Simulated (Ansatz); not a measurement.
The cell comes from COD entry 2100860, which wasn't checked; take it as a given geometry. The listed cell was then made from it by scaling, straining or moving an atom.

An input for BaTiO3: DFT, PBEsol, all-electron PAW with datasets made for the crystal, scalar-relativistic (Ansatz 0.2.0).

Command: `ansatz run input.yaml --threads 2 --pin off --max-ram 8192MiB --backend cpu --events-out ev --progress --plain --runs-dir out` The run took 9.5 s on 2 threads of Intel(R) Xeon(R) 6975P-C (Granite Rapids), on a shared host, peak memory 0.96 GiB.

```yaml
crystal:
  lattice:
    - [3.879806, 0.0, 0.0]
    - [0.0, 3.879806, 0.0]
    - [0.0, 0.0, 4.018]
  atoms:
    - { symbol: Ba, position: [0.0, 0.0, 0.0] }
    - { symbol: Ti, position: [0.5, 0.5, 0.5] }
    - { symbol: O, position: [0.5, 0.5, 0.0] }
    - { symbol: O, position: [0.5, 0.0, 0.5] }
    - { symbol: O, position: [0.0, 0.5, 0.5] }
kpoints:
  mp_grid: { grid: [7, 7, 7] }
scf:
  occupations: { method: fermi_dirac, width: 0.03 }
hamiltonian:
  xc: pbesol
  pseudopotentials: { kind: all_electron, datasets: crystal }
output:
  forces: true
  stress: true
  eigenvalues: true
  efg: { contact_densities: true }
```

The results part of the log:

```
SCF 1 converged in 12 iterations: F = -250626.687245 eV  dr2 = 5.53e-9
  Residual-converged pass: ⟨swp⟩=4.3  Hψ=3046  notcnv=0  max |occ|·‖R‖ = 6.6e-6 eV (tolerance 6.7e-6 eV)  dr2=6.10e-9  dr2_onsite=1.86e-9  max |Δocc| = 9.2e-18
  greatest PAW one-centre occupation: 0.984 electrons in one spin orbital (limit 2), on the Ti atom at site 1 (counted from 0), in its partial waves of l = 0
SCF converged after 12 iterations
Free energy (F): -250626.687245 eV
Harris-Foulkes:  -250626.687245 eV  (|F-HF|=4.34e-9)
Internal energy: -250626.687245 eV  (E = F + TS)
E sigma→0 (E₀):  -250626.687245 eV
Past the cutoff: the bands carry plane waves up to 1.75 times it, of which those up to 1.5 times it add -0.000080 eV an atom, each by itself; the spheres take 0.000090 eV an atom off the energy for waves past 1.75 times it
By the cutoff:   a pressure is off by up to 0.005 GPa (1.2 times the spheres' own share and the shells' term, over an atom's volume, and 0.004 GPa: a bound that held against runs at twice the plane waves)
Past the cutoffs: a stress includes 0.0013 GPa for waves and charges beyond them, in addition to the slope of what the spheres take
In the spheres:  the bands' charges fall short by 2.9e-7 e at most (sound up to 1e-3)
Fermi energy:    14.020339 eV
--- Per-component energies (eV) ---
  The terms above E_closure are by the made datasets' own strengths, without shells solved beside the bands.
--- Forces (eV/Å), atoms counted from 1 ---
  atom   1  Ba    -0.00000000     0.00000000     0.00000000
  atom   2  Ti     0.00000000    -0.00000000     0.00000000
  atom   3  O      0.00000000     0.00000000     0.00000000
  atom   4  O      0.00000000    -0.00000000     0.00000000
  atom   5  O      0.00000000    -0.00000000     0.00000000
  max |Σ_I F_I| component: 6.59e-29 eV/Å
--- Stress (GPa, compression-positive) ---
        9.656698       0.000000       0.000000
        0.000000       9.656698       0.000000
        0.000000       0.000000       1.454985
  P = ⅓ Tr σ = 6.9228 GPa (69.228 kbar)
--- PAW observables at the nuclei: V_zz in 10²¹ V/m², potentials from the cell's mean, atoms counted from 1 ---
  atom   1  Ba V_zz =    +0.790114   η = 0.0000   by run symmetry: allowed
            electrostatic potential = -9626.901271 V   contact ρ = 2062251.748343 e/Å³
  atom   2  Ti V_zz =    +3.332493   η = 0.0000   by run symmetry: allowed
            electrostatic potential = -2529.677061 V   contact ρ = 56692.437732 e/Å³
  atom   3  O  V_zz =    +2.857284   η = 0.0000   by run symmetry: allowed
            electrostatic potential = -627.825800 V   contact ρ = 2144.196503 e/Å³
  atom   4  O  V_zz =    +1.211325   η = 0.9708   by run symmetry: allowed
            electrostatic potential = -627.742932 V   contact ρ = 2144.272840 e/Å³
  atom   5  O  V_zz =    +1.211325   η = 0.9708   by run symmetry: allowed
            electrostatic potential = -627.742932 V   contact ρ = 2144.272840 e/Å³
--- Band table (eV; the first three rows and the last of 40) ---
  k-point 0: bands = ["-42.9374", "-19.3270", "-19.3270", "-19.2965", "-11.3747", "-3.8392", "-3.2304", "-3.0481", "3.3181", "3.4612", "3.4612", "10.7966", "10.8624", "10.8624", "11.7695", "11.9034", "11.9034", "13.0043", "13.0605", "13.0605", "14.9363", "14.9363"]
  k-point 1: bands = ["-42.9372", "-19.3266", "-19.3266", "-19.3069", "-11.3473", "-3.9040", "-3.2244", "-2.9975", "3.4430", "3.4935", "3.4935", "10.4846", "10.7688", "10.7688", "11.6041", "11.7409", "11.7409", "12.4745", "12.9100", "12.9100", "15.0262", "15.3369"]
  k-point 2: bands = ["-42.9368", "-19.3302", "-19.3257", "-19.3257", "-11.2845", "-4.0811", "-3.2108", "-2.8358", "3.5686", "3.5686", "3.7215", "9.8007", "10.4992", "10.4992", "11.2741", "11.5308", "11.5308", "11.6055", "12.6486", "12.6486", "15.0790", "16.0902"]
  k-point 39: bands = ["-42.9332", "-19.3982", "-19.3981", "-19.3394", "-11.0198", "-2.9450", "-2.8658", "-2.8075", "2.5485", "2.6155", "2.7594", "8.5645", "8.9904", "9.3240", "10.4085", "10.7388", "10.8327", "12.8889", "12.9667", "13.0340", "17.5355", "17.5367"]
```
